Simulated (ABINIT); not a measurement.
# MgS (F-43m) in ABINIT: a series of runs

One crystal, MgS, is run at these levels: AM05, r2SCAN, SCAN, revPBE, PW91, WC; tasks: single point.

Program: ABINIT 10.8.3 (patched build). These are calculated values, not measurements. Logs are shortened: lines on timing, memory, paths and dates and some standing lists are left out, and cuts for length are marked. The log counts tension as positive stress, the text compression.

**1. Starting point**

The structure is cubic, space group F-43m (No. 216). Conventional cell: a = 5.666 Å, b = 5.666 Å, c = 5.666 Å, α = 90.00°, β = 90.00°, γ = 90.00°. S (site symmetry -43m) has 4 Mg at 2.45 Å as nearest neighbours. Mg (site symmetry -43m) is surrounded by 4 S at 2.45 Å.

The cell comes from a database or a generator and needn't be the stable form of this composition.

**2. Single point, AM05**

File run.abi:

```
pp_dirpath "./"
pseudos "S.GGA_PBE-JTH.xml, Mg.GGA_PBE-JTH.xml"

acell 4.006636794 4.006636794 4.006636794 Angstrom
rprim
     0.0000000000     0.7071067812     0.7071067812
     0.7071067812     0.0000000000     0.7071067812
     0.7071067812     0.7071067812     0.0000000000
ntypat 2
znucl 16 12
natom 2
typat 1 2
xcart
     1.4165600234     1.4165600234     1.4165600234
     0.0000000000     0.0000000000     0.0000000000 Angstrom

ecut 24.0
pawecutdg 46.0
pawxcdev 0

kptopt 1
ngkpt 8 8 8
nshiftk 1
shiftk 0.0 0.0 0.0

ixc -120135

nband 12
occopt 3
tsmear 0.00183747

nstep 100
tolvrs 1.0e-9

iomode 3
prtwf 0
prtden 0
prteig 0
prtebands 0
enunit 2
```

Potentials or basis: JTH PAW PBE v2.0.

Launch:

```bash
$ abinit run.abi > log 2>&1
```

run.abo:

```text
.Version 10.8.3 of ABINIT
 Symmetries : space group F-4 3 m (#216); Bravais cF (face-center cubic)
================================================================================
 Values of the parameters that define the memory need of the present run
     intxc =       0    ionmov =       0      iscf =      17    lmnmax =       8
     lnmax =       4     mgfft =      36  mpssoang =       2    mqgrid =    3001
     natom =       2  nloc_mem =       2    nspden =       1   nspinor =       1
    nsppol =       1      nsym =      24    n1xccc =       1    ntypat =       2
    occopt =       3   xclevel =       2
       mpw =        1747          nfft =       46656          nkpt =          29
 PAW method is used; the additional fine FFT grid is defined by:
   mgfftf=        48    nfftf =    110592
================================================================================
================================================================================

--------------------------------------------------------------------------------
------------- Echo of variables that govern the present computation ------------
--------------------------------------------------------------------------------
 -outvars: echo values of preprocessed input variables --------
            acell      7.5714462266E+00  7.5714462266E+00  7.5714462266E+00 Bohr
              amu      3.20660000E+01  2.43050000E+01
             ecut      2.40000000E+01 Hartree
           enunit           2
              ixc     -120135
         kptrlatt        8    0    0      0    8    0      0    0    8
          kptrlen      6.05715698E+01
            natom           2
            nband          12
            ngfft          36      36      36
          ngfftdg          48      48      48
             nkpt          29
            nstep         100
             nsym          24
           ntypat           2
           occopt           3
        pawecutdg      4.60000000E+01 Hartree
         pawxcdev           0
           prtden           0
        prtebands           0
           prteig           0
            prtwf           0
            rprim      0.0000000000E+00  7.0710678120E-01  7.0710678120E-01
                       7.0710678120E-01  0.0000000000E+00  7.0710678120E-01
                       7.0710678120E-01  7.0710678120E-01  0.0000000000E+00
          spgroup         216
           tolvrs      1.00000000E-09
           tsmear      1.83747000E-03 Hartree
            typat      1  2
           useylm           1
           xangst      1.4165600234E+00  1.4165600234E+00  1.4165600234E+00
                      -2.1414164432E-11 -2.1414164432E-11 -2.1414164432E-11
            xcart      2.6769104851E+00  2.6769104851E+00  2.6769104851E+00
                      -4.0466905991E-11 -4.0466905991E-11 -4.0466905991E-11
             xred      2.5000000000E-01  2.5000000000E-01  2.5000000000E-01
                      -3.7792546870E-12 -3.7792546870E-12 -3.7792546870E-12
            znucl       16.00000   12.00000

================================================================================
[... 134 lines left out ...]
 frms,max,avg= 7.8453132E-30 1.0215948E-29   0.000E+00  0.000E+00  0.000E+00 h/b

 cartesian forces (eV/Angstrom) at end:
    1      0.00000000000000     0.00000000000000    -0.00000000000000
    2     -0.00000000000000    -0.00000000000000     0.00000000000000
 frms,max,avg= 4.0342222E-28 5.2532516E-28   0.000E+00  0.000E+00  0.000E+00 e/A
 length scales=  7.571446226645  7.571446226645  7.571446226645 bohr
              =  4.006636794000  4.006636794000  4.006636794000 angstroms
 Fermi (or HOMO) energy (hartree) =   0.15498   Average Vxc (hartree)=  -0.30877
 Eigenvalues (hartree) for nkpt=  29  k points:
 kpt#   1, nband= 12, wtk=  0.00195, kpt=  0.0000  0.0000  0.0000 (reduced coord)
  -2.61008   -1.40095   -1.40095   -1.40095   -0.33103    0.08131    0.08131    0.08131
   0.20754    0.37094    0.37094    0.37094
      occupation numbers for kpt#   1
   2.00000    2.00000    2.00000    2.00000    2.00000    2.00000    2.00000    2.00000
   0.00000    0.00000    0.00000    0.00000
 prteigrs : prtvol=0 or 1, do not print more k-points.

 Fermi (or HOMO) energy (eV) =   4.21716   Average Vxc (eV)=  -8.40210
 Eigenvalues (   eV  ) for nkpt=  29  k points:
 kpt#   1, nband= 12, wtk=  0.00195, kpt=  0.0000  0.0000  0.0000 (reduced coord)
 -71.02383  -38.12171  -38.12171  -38.12171   -9.00771    2.21244    2.21244    2.21244
   5.64739   10.09384   10.09384   10.09384
 prteigrs : prtvol=0 or 1, do not print more k-points.

--- !EnergyTerms
iteration_state     : {dtset: 1, }
comment             : Components of total free energy in Hartree
kinetic             :  7.97191093242362E+00
hartree             :  1.89306893231881E+01
xc                  : -4.84547464166843E+00
Ewald energy        : -3.36102739738942E+01
psp_core            :  7.73355080534449E-01
local_psp           : -5.60195026586430E+01
PAW spherical_terms : -6.95586232439667E+00
internal            : -7.37551582624561E+01
'-kT*entropy'       :  1.19380896717923E-15
total_energy        : -7.37551582624561E+01
total_energy_eV     : -2.00698009911315E+03
...

--- !EnergyTermsDC
iteration_state     : {dtset: 1, }
comment             : '"Double-counting" decomposition of free energy'
band_energy         : -1.40488788445559E+01
Ewald energy        : -3.36102739738942E+01
psp_core            :  7.73355080534449E-01
xc_dc               : -1.84398733255140E+01
PAW spherical_terms : -8.42948482243018E+00
internal            : -7.37551558858598E+01
'-kT*entropy'       :  1.19380896717923E-15
total_energy_dc     : -7.37551558858598E+01
total_energy_dc_eV  : -2.00698003444267E+03
...

--- !EnergyTermsWithPAWCore
iteration_state     : {dtset: 1, }
comment             : 'Components of total free energy, including PAW core contributions'
Total energy        : -5.97823845461687E+02
Total energy DC     : -5.97823843085091E+02
Total energy (eV)   : -1.62676155659156E+04
Total energy DC (eV): -1.62676155012451E+04
...

 Cartesian components of stress tensor (hartree/bohr^3)
  sigma(1 1)= -6.24557826E-06  sigma(3 2)=  0.00000000E+00
  sigma(2 2)= -6.24557826E-06  sigma(3 1)=  0.00000000E+00
  sigma(3 3)= -6.24557826E-06  sigma(2 1)=  0.00000000E+00

-Cartesian components of stress tensor (GPa)         [Pressure=  1.8375E-01 GPa]
- sigma(1 1)= -1.83751256E-01  sigma(3 2)=  0.00000000E+00
- sigma(2 2)= -1.83751256E-01  sigma(3 1)=  0.00000000E+00
- sigma(3 3)= -1.83751256E-01  sigma(2 1)=  0.00000000E+00

== END DATASET(S) ==============================================================
================================================================================

 -outvars: echo values of variables after computation  --------
            acell      7.5714462266E+00  7.5714462266E+00  7.5714462266E+00 Bohr
           etotal     -7.3755155886E+01
            fcart      5.5008950227E-30  7.0725793149E-30 -1.0215947899E-29
                      -5.5008950227E-30 -7.0725793149E-30  1.0215947899E-29
            rprim      0.0000000000E+00  7.0710678120E-01  7.0710678120E-01
                       7.0710678120E-01  0.0000000000E+00  7.0710678120E-01
                       7.0710678120E-01  7.0710678120E-01  0.0000000000E+00
           strten     -6.2455782618E-06 -6.2455782618E-06 -6.2455782618E-06
                       0.0000000000E+00  0.0000000000E+00  0.0000000000E+00
           xangst      1.4165600234E+00  1.4165600234E+00  1.4165600234E+00
                      -2.1414164432E-11 -2.1414164432E-11 -2.1414164432E-11
             xred      2.5000000000E-01  2.5000000000E-01  2.5000000000E-01
                      -3.7792546870E-12 -3.7792546870E-12 -3.7792546870E-12
 Calculation completed.
```

Wall time 24 s (1 thread of Intel Xeon Platinum 8488C (Sapphire Rapids), shared host); peak memory 0.11 GiB.

What came out:

- Free energy: -2006.9800 eV
- Pressure: 0.2 GPa
- Band gap on the k mesh: 3.43 eV, direct
- Valence electrons inside the program's atomic spheres: S 3.62; Mg 8.23

Levels at points of the mesh, in eV from the valence-band top:
```csv
k point,band 4,band 5,band 6,band 7,band 8,band 9,band 10,band 11,band 12
"(0.00, 0.00, 0.00)",-40.33,-11.22,0.00,0.00,0.00,3.43,7.88,7.88,7.88
"(0.50, 0.00, 0.00)",-40.33,-10.53,-3.13,-0.33,-0.33,5.08,7.58,7.58,8.57
"(0.50, 0.50, 0.00)",-40.34,-10.31,-2.81,-1.03,-1.03,3.85,5.61,11.13,12.26
```

Caveat: the PAW data sets were made with another functional, which shifts forces and pressure a little. A k mesh can miss the band edges.

**3. Single point, r2SCAN**

Edit run.abi of step 2 so:

```diff
@@ -18,3 +18,2 @@
 pawecutdg 46.0
-pawxcdev 0
 
@@ -25,3 +24,5 @@
 
-ixc -120135
+ixc -497498
+usekden 1
+pawxcdev 0
 
@@ -32,3 +33,3 @@
 nstep 100
-tolvrs 1.0e-9
+tolvrs 1.0e-7
```

Potentials or basis: JTH PAW PBE v2.0.

Launch:

```bash
$ abinit run.abi > log 2>&1
```

Run time: 62 s. Hardware: 1 thread of Intel Xeon Platinum 8488C (Sapphire Rapids), shared host; peak memory 0.14 GiB.

It converged, with:

| Quantity | Value |
| --- | --- |
| Free energy | -1942.9423 eV |
| Pressure | 0.1 GPa |
| Band gap on the k mesh | 4.12 eV, direct |
| Valence electrons inside the program's atomic spheres | S 3.64; Mg 8.21 |

Levels at points of the mesh, in eV from the valence-band top:
```csv
k point,band 6,band 7,band 8,band 9,band 10,band 11
"(0.00, 0.00, 0.00)",0.00,0.00,0.00,4.12,8.60,8.60
"(0.50, 0.00, 0.00)",-3.13,-0.33,-0.33,5.80,8.21,8.21
"(0.50, 0.50, 0.00)",-2.80,-1.04,-1.04,4.32,6.28,12.13
```

Caveat: totals of a meta-GGA on PAW files have another zero than those of a GGA; the PAW data sets were made with another functional, which shifts forces and pressure a little. A k mesh can miss the band edges.

**4. Single point, SCAN**

Edit run.abi of step 3 so:

```diff
@@ -24,3 +24,3 @@
 
-ixc -497498
+ixc -263267
 usekden 1
```

Launch:

```bash
$ abinit run.abi > log 2>&1
```

It took 59 s on 1 thread of Intel Xeon Platinum 8488C (Sapphire Rapids), shared host; peak memory 0.14 GiB.

It converged, with:

```
Free energy                                           : -1946.8787 eV
Pressure                                              : -0.3 GPa
Band gap on the k mesh                                : 4.11 eV, direct
Valence electrons inside the program's atomic spheres : S 3.64; Mg 8.21
```

Levels at points of the mesh, in eV from the valence-band top:
| k point | band 4 | band 5 | band 6 | band 7 | band 8 | band 9 | band 10 | band 11 | band 12 |
| --- | --- | --- | --- | --- | --- | --- | --- | --- | --- |
| (0.00, 0.00, 0.00) | -41.70 | -11.76 | 0.00 | 0.00 | 0.00 | 4.11 | 8.61 | 8.61 | 8.61 |
| (0.50, 0.00, 0.00) | -41.70 | -11.07 | -3.12 | -0.33 | -0.33 | 5.80 | 8.23 | 8.23 | 9.21 |
| (0.50, 0.50, 0.00) | -41.70 | -10.84 | -2.80 | -1.04 | -1.04 | 4.32 | 6.28 | 12.09 | 13.24 |

Caveat: totals of a meta-GGA on PAW files have another zero than those of a GGA; the PAW data sets were made with another functional, which shifts forces and pressure a little.

**5. Single point, revPBE**

Edit run.abi of step 4 so:

```diff
@@ -18,2 +18,3 @@
 pawecutdg 46.0
+pawxcdev 0
 
@@ -24,5 +25,3 @@
 
-ixc -263267
-usekden 1
-pawxcdev 0
+ixc 14
 
@@ -33,3 +32,3 @@
 nstep 100
-tolvrs 1.0e-7
+tolvrs 1.0e-9
```

Potentials or basis: JTH PAW PBE v2.0.

Launch:

```bash
$ abinit run.abi > log 2>&1
```

run.abo:

```text
.Version 10.8.3 of ABINIT
 Symmetries : space group F-4 3 m (#216); Bravais cF (face-center cubic)
================================================================================
 Values of the parameters that define the memory need of the present run
     intxc =       0    ionmov =       0      iscf =      17    lmnmax =       8
     lnmax =       4     mgfft =      36  mpssoang =       2    mqgrid =    3001
     natom =       2  nloc_mem =       2    nspden =       1   nspinor =       1
    nsppol =       1      nsym =      24    n1xccc =       1    ntypat =       2
    occopt =       3   xclevel =       2
       mpw =        1747          nfft =       46656          nkpt =          29
 PAW method is used; the additional fine FFT grid is defined by:
   mgfftf=        48    nfftf =    110592
================================================================================
================================================================================

--------------------------------------------------------------------------------
[... 250 lines left out ...]
- sigma(1 1)= -2.27508671E+00  sigma(3 2)=  0.00000000E+00
- sigma(2 2)= -2.27508671E+00  sigma(3 1)=  0.00000000E+00
- sigma(3 3)= -2.27508671E+00  sigma(2 1)=  0.00000000E+00

== END DATASET(S) ==============================================================
================================================================================

 -outvars: echo values of variables after computation  --------
            acell      7.5714462266E+00  7.5714462266E+00  7.5714462266E+00 Bohr
           etotal     -7.3946878050E+01
            fcart     -1.5716842922E-29  1.5716842922E-30  9.4301057532E-30
                       1.5716842922E-29 -1.5716842922E-30 -9.4301057532E-30
            rprim      0.0000000000E+00  7.0710678120E-01  7.0710678120E-01
                       7.0710678120E-01  0.0000000000E+00  7.0710678120E-01
                       7.0710678120E-01  7.0710678120E-01  0.0000000000E+00
           strten     -7.7328625397E-05 -7.7328625397E-05 -7.7328625397E-05
                       0.0000000000E+00  0.0000000000E+00  0.0000000000E+00
           xangst      1.4165600234E+00  1.4165600234E+00  1.4165600234E+00
                      -2.1414164432E-11 -2.1414164432E-11 -2.1414164432E-11
             xred      2.5000000000E-01  2.5000000000E-01  2.5000000000E-01
                      -3.7792546870E-12 -3.7792546870E-12 -3.7792546870E-12
 Calculation completed.
```

Run time: 20 s. Hardware: 1 thread of Intel Xeon Platinum 8488C (Sapphire Rapids), shared host; peak memory 0.11 GiB.

Results:

```yaml
Free_energy: -2012.1971 eV
Pressure: 2.3 GPa
Band_gap_on_the_k_mesh: 3.61 eV, direct
Valence_electrons_inside_the_program's_atomic_spheres: S 3.64; Mg 8.22
```

Levels at points of the mesh, in eV from the valence-band top:
```csv
k point,band 6,band 7,band 8,band 9,band 10,band 11
"(0.00, 0.00, 0.00)",0.00,0.00,0.00,3.61,8.00,8.00
"(0.50, 0.00, 0.00)",-3.06,-0.32,-0.32,5.24,7.70,7.70
"(0.50, 0.50, 0.00)",-2.76,-1.01,-1.01,4.01,5.76,11.30
```

Caveat: the PAW data sets were made with another functional, which shifts forces and pressure a little. Expect the measured gap to be larger: semilocal functionals such as revPBE lack the derivative discontinuity.

(Continued in part 2 of 2.)
